**Question**

I have the phonon frequencies of diamond at three wave vectors. Phonon q row 1 is Γ, where every cell moves alike. Row 2 is L, along a bond direction, and row 3 is X, along a cube edge; at both, the motion alternates in sign along the wave.

Harmonic phonon frequencies of diamond from ABINIT 10.8.3, by density-functional perturbation theory with PBE and JTH PAW v2.0 potentials, in the cell relaxed at zero pressure. The plane-wave cutoff is 517 eV and the k mesh 6×6×6 with four shifts; the acoustic sum rule is imposed at Γ. In reciprocal lattice vectors, q rows 1–3 are (0, 0, 0), (½, 0, 0) and (½, ½, 0).

| row | phonon q row (row) | phonon frequency (cm⁻¹) |
| --- | --- | --- |
| 1 | 1 | 0.0 |
| 2 | 1 | 0.0 |
| 3 | 1 | 0.0 |
| 4 | 1 | 1295.9 |
| 5 | 1 | 1295.9 |
| 6 | 1 | 1295.9 |
| 7 | 2 | 541.8 |
| 8 | 2 | 541.8 |
| 9 | 2 | 1043.6 |
| 10 | 2 | 1200.2 |
| 11 | 2 | 1200.2 |
| 12 | 2 | 1248.0 |
| 13 | 3 | 779.6 |
| 14 | 3 | 779.6 |
| 15 | 3 | 1059.8 |
| 16 | 3 | 1059.8 |
| 17 | 3 | 1193.4 |
| 18 | 3 | 1193.4 |

I would like to understand them well enough to guess how a similar crystal behaves:

1. Why are there six frequencies at each wave vector, and why are three of them zero at Γ?
2. Why do the other three at Γ coincide? Would they still do so if the two atoms carried charge?
3. How much would the Γ frequency fall if I replaced carbon by silicon?
4. What keeps the lowest pairs at L and X above zero?
5. Why is the lowest pair higher at X than at L?
6. Can the Γ frequency be worked out from the frequencies at X, and where does such a simple picture fail?
7. Which digits can I trust?

**Answer**

### 1. Six frequencies

The cell holds two atoms, and each can move in three directions, so every wave vector has six modes. At Γ, three of them shift the whole crystal without deforming it. No bond changes, no force arises, and the frequency is zero. In the other three, the two atoms of the cell move against each other.

### 2. The triple level at Γ

Diamond is cubic, so the two atoms can move against each other along any of three equivalent axes at the same cost. In a polar crystal an electric field would lift one of the three, the longitudinal one, in which the atoms move along the wave. Here symmetry forbids that field. Inversion through the midpoint of a bond turns one atom into the other, so both must carry the same effective charge, and neutrality then makes it zero.

If the atoms did carry effective charges of +1 and −1 electron charges, with everything else kept as in diamond, the longitudinal mode would rise by about 47 cm⁻¹. That is a thought experiment, and the rise is modest beside the stiffness of the bonds. It grows roughly as the square of the charge, however, so larger effective charges would set the longitudinal mode clearly apart.

### 3. Silicon in place of carbon

A squared frequency is a force constant divided by a mass. Going from 12 to 28 mass units with unchanged forces multiplies each frequency by √(12/28) ≈ 0.65, which takes the Γ mode from 1296 to about 848 cm⁻¹. Silicon's real value is lower still, roughly 520 cm⁻¹ as I recall it. The restoring force must therefore be weaker too, by (520/848)² ≈ 0.4. Diamond's high frequencies come from stiff bonds as well as from light atoms.

### 4. What holds up the lowest pairs

Suppose the bonds were springs that resist only a change of length. Each atom has four bonds, and each bond is shared by two atoms, so there are four bonds per cell. Keeping all their lengths fixed sets four conditions on six possible motions. At least two motions at every wave vector would then cost nothing.

The computed lowest pairs lie at 542 cm⁻¹ at L and 780 cm⁻¹ at X, so something other than such springs holds the crystal in shape. The natural source is the directional character of the bonds: each atom resists a change in the angles between its four neighbours. By this argument, the lowest pairs measure how hard it is to bend the network, while the optical modes also involve stretching it.

### 5. Why X lies above L

In the lowest pairs the atoms move sideways to the wave; these are the transverse acoustic modes. At L, the crystal moves as rigid double layers that slide against one another. Only the one bond per cell that joins neighbouring double layers is disturbed. It swings sideways, which changes angles but, for small motions, not its length.

At X, two bonds per cell swing in this way while the other two ride along undisturbed. If each swinging bond costs the same bending energy for the same atomic amplitude, X stores twice as much as L. The squared frequency then doubles and the frequency rises by √2 ≈ 1.41. The computed ratio is 1.44.

### 6. From X to Γ, and where the picture fails

The same bookkeeping of bonds links X to Γ. In the transverse optical pair at X, which I take to be the middle one, the roles are exchanged. The two bonds that rode along before are now stretched and compressed, and the two that swung now ride along undisturbed. In a model that measures bending by the scalar product of two neighbouring bond vectors, one pair of modes thus tests only bending and the other only stretching. The true angles do change a little in the second pair, but that product does not.

At Γ, the two atoms move against each other across all four bonds at once. For the same amplitude, two bonds are strained as in the stretching mode at X and two as in the bending mode. The energies add, and so do the squared frequencies:

ω(Γ)² = ω(stretching, X)² + ω(bending, X)²

ω(Γ) = √(1059.8² + 779.6²) cm⁻¹ ≈ 1316 cm⁻¹

The computed value is 1296 cm⁻¹, so the estimate is 1.5% too high. The Γ mode was not used to set it.

The upper transverse pair at L follows by subtraction. It strains every bond that the Γ mode strains, except the single one that swings in the lowest pair at L. Half of the bending term therefore drops out, which leaves √(1059.8² + 779.6²/2) ≈ 1195 cm⁻¹. The computed value is 1200 cm⁻¹.

This is Keating's model of a tetrahedral crystal, with one constant for stretching and one for bending, both set here by the two lower pairs at X. The output below compares it with every mode, and with springs alone. The table does not show how the atoms move, so the two single modes at L are matched in rising order of frequency. With springs alone, the two motions behind them come in the opposite order.

Calling the middle pair at X transverse is the standard assignment, and the sum supports it. If the top pair were the transverse one, the same sum would put Γ at 1425 cm⁻¹, 10% too high.

The picture fails for longitudinal modes, in which atoms move along the wave. With the matching chosen at L, it puts all of them at L and X 8 to 10% below the computed frequencies. For the top pair at X it gives 1081 cm⁻¹ instead of 1193 cm⁻¹. Diamond resists this kind of motion more than two constants taken from sideways motion imply. My guess is that stretching one bond makes its neighbours tend to shorten, or that atoms farther apart act on each other directly; these frequencies alone do not decide between the two.

For a neighbouring case such as silicon or germanium, the useful habit is to ask which bonds a mode stretches and which it merely swings. Modes that only swing bonds lie low, because bending is softer than stretching. How far apart the two kinds lie depends on how strongly that material holds its bond angles.

### 7. Which digits count

The coincidences within the pairs and within the triple level are exact, because symmetry demands them. The zeros at Γ are exact for another reason: the calculation imposes the rule that a uniform shift costs no energy. With that correction switched off, small non-zero values would normally appear, and their size would be a useful test of the numerics. As they stand, the zeros test nothing.

The printed tenths of a wavenumber are not a measure of accuracy. No test with a finer mesh or higher cutoff is shown, and the program warned that the spheres it draws around neighbouring atoms overlap. It also warned that phonon calculations combining a gradient functional such as PBE with PAW potentials work only with one particular treatment of exchange and correlation inside those spheres. I would therefore read no physics into the 7 cm⁻¹ between the upper transverse pair at L and the top pair at X. The gap between the two lowest pairs, more than 200 cm⁻¹, is another matter.

Against experiment the error is larger than the last digits suggest. The measured Γ frequency lies a few per cent above the computed one, as far as I recall. The functional used here, PBE, tends to make such bonds slightly too soft. The calculation also leaves out the effect of zero-point and thermal motion on the frequencies. That effect would probably lower the Γ mode further, so it does not explain the difference, and the functional's own error may be larger than the comparison suggests.

The analysis program printed:

```
Frequencies in 1/cm:
  row  computed  stretch and bend  miss in percent  springs alone
    1         0                 0                0              0
    2         0                 0                0              0
    3         0                 0                0              0
    4      1296              1316            1.525           1296
    5      1296              1316            1.525           1296
    6      1296              1316            1.525           1296
    7     541.8             551.3            1.746              0
    8     541.8             551.3            1.746              0
    9      1044             958.3           -8.173            648
   10      1200              1195          -0.4668           1296
   11      1200              1195          -0.4668           1296
   12      1248              1126           -9.756           1122
   13     779.6             779.6                0              0
   14     779.6             779.6                0              0
   15      1060              1060                0           1296
   16      1060              1060                0           1296
   17      1193              1081           -9.387          916.3
   18      1193              1081           -9.387          916.3
Largest miss for Gamma and transverse L modes, percent: 1.746
Smallest shortfall of longitudinal modes, percent: 8.173
Largest shortfall of longitudinal modes, percent: 9.756
Ratio of lowest pair at X to lowest pair at L, computed: 1.439
The same ratio in the stretch and bend model: 1.414
Gamma mode if the two upper pairs at X were swapped, 1/cm: 1425
Miss of that swapped assignment at Gamma, percent: 9.999
LO-TO splitting at Gamma for hypothetical charges of +1 and -1 e, 1/cm: 46.77
Frequency factor from silicon mass alone: 0.6547
Gamma mode with silicon mass and diamond forces, 1/cm: 848.4
Force constant of silicon relative to diamond, rough: 0.3757
Transverse optical pair at L minus top pair at X, 1/cm: 6.8
```
